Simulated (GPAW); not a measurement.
The system is Fe.

```xyz
1
Lattice="-1.4430 1.4430 1.4430 1.4430 -1.4430 1.4430 1.4430 1.4430 -1.4430" Properties=species:S:1:pos:R:3 pbc="T T T"
Fe    0.0000    0.0000    0.0000
```

| Property | Result |
| --- | --- |
| Program | GPAW 26.7.0 |
| Task | relaxation of cell and atoms |
| Functional | PBEsol |
| Dispersion | D3(BJ) |
| Potentials or basis | PAW data sets generated in the run's folder for this functional |
| Cutoff | 600 eV |
| Basis | pw |
| k mesh | 13 × 13 × 13 |
| Occupations | fermi-dirac, width 0.05 eV |
| Spin | collinear spin, ferromagnetic start |
| Starting moments | [3.0] μB |

At the start: pressure -20.1 GPa; volume 12.02 Å³/atom.

Problem. Where does the relaxation end?

Solution. Over 4 steps the energy falls by 95.3 meV/atom and the volume is 10.71 Å³/atom (-10.9 %); space group Im-3m (No. 229, to 0.05 Å); moment 2.04 μB per cell.

The path:
```
step  energy change (eV)  largest force (eV/Å)  pressure (GPa)  volume (Å³)
   1              0.0000                0.0000          -20.15        12.02
   2             -0.0755                0.0000          -10.93        11.26
   3             -0.0934                0.0000            3.80        10.53
   4             -0.0953                0.0000           -0.28        10.71
```

Final structure:
```cif
data_structure
_symmetry_space_group_name_H-M 'P 1'
_symmetry_Int_Tables_number 1
_cell_length_a 2.4051
_cell_length_b 2.4051
_cell_length_c 2.4051
_cell_angle_alpha 109.471
_cell_angle_beta 109.471
_cell_angle_gamma 109.471
_cell_volume 10.71
loop_
_atom_site_label
_atom_site_type_symbol
_atom_site_fract_x
_atom_site_fract_y
_atom_site_fract_z
_atom_site_occupancy
Fe1 Fe 0.00000 0.00000 0.00000 1
```

Caveat: each step starts from the last one's moments, so a moment once lost doesn't come back; later steps reuse the first step's grids; pairwise dispersion overbinds metals, which lowers pressure and volume.
